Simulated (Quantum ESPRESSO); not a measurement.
HgTe (Coloradoite):

```xyz
2
Lattice="0.0000 3.2145 3.2145 3.2145 0.0000 3.2145 3.2145 3.2145 0.0000" Properties=species:S:1:pos:R:3 pbc="T T T"
Hg    0.0000    0.0000    0.0000
Te    4.8217    4.8217    4.8217
```

Base run:

```yaml
Program: Quantum ESPRESSO 7.5
Functional: revPBE
Potentials_or_basis: PseudoDojo 0.4.1 SR PBE standard
Cutoff: 1088 eV
Density_cutoff: 4354 eV
k_mesh: 7 × 7 × 7
Occupations: fermi-dirac, width 0.05 eV
Spin: no spin polarisation
```

Its results: band gap on the k mesh none (metal or under the smearing width); pressure 5.9 GPa.

Question: After a change of settings the same cell gave: band gap on the k mesh none (metal or under the smearing width); pressure 2.2 GPa. Which change was it?
A. functional from revPBE to PBE; potentials or basis from PseudoDojo 0.4.1 SR PBE standard to JTH 2.0 PBE; cutoff from 1088 eV to 490 eV; density cutoff from 4354 eV to 2939 eV; valence electrons from 36 to 18
B. functional from revPBE to BLYP
C. functional from revPBE to PBEsol; potentials or basis from PseudoDojo 0.4.1 SR PBE standard to GBRV 1.5 PBEsol; cutoff from 1088 eV to 612 eV; density cutoff from 4354 eV to 4898 eV; valence electrons from 36 to 18

Answer: C.

Caveats: spin-orbit coupling is left out, which moves the levels of the heavy elements; the potentials were made for another functional, which shifts forces and pressure (some runs).
